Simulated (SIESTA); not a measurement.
**HgTe (Coloradoite) under changes of volume**

One of the cells (33.215 Å³/atom); the others are scaled copies at fixed shape and fractional positions:

```
Hg Te
1.0
     0.00000    3.21450    3.21450
     3.21450    0.00000    3.21450
     3.21450    3.21450    0.00000
Hg Te
1 1
Cartesian
  0.0000 0.0000 0.0000
  4.8217 4.8217 4.8217
```

* Program: SIESTA 5.4.2
* Functional: PBE
* Potentials or basis: PseudoDojo 0.5 standard (PBE files)
* Basis: DZP (energy shift 0.002 Ry)
* Grid cutoff: 800 Ry
* Energy shift: 0.002 Ry
* k mesh: 7 × 7 × 7
* Occupations: fermi-dirac, width 0.05 eV
* Spin: no spin polarisation

```tsv
volume (Å³/atom)	energy over the lowest point (meV/atom)	pressure (GPa)
31.223	?	?
31.887	111.32	8.6
32.551	78.92	7.1
33.215	51.92	5.9
33.880	29.77	4.8
34.544	12.48	3.6
35.208	0.00	2.7
```

Question: What does the run at 31.223 Å³/atom give?

Answer: Energy over the lowest point 150.45 meV/atom; pressure 10.3 GPa.

Worked out: A Birch-Murnaghan fit of order 3 (a polynomial in V^(-2/3)) to the other rows has no minimum within the range. It gives 148.97 meV/atom at 31.223 Å³/atom, against the run's 150.45, and -dE/dV = 9.7 GPa, against 10.3.

Energies are extrapolated to zero smearing.

Caveats: semicore shells carry a single zeta, which can move pressures by several GPa and volumes by a few percent; the basis of atomic orbitals isn't converged, which shifts pressures, moduli and gaps.
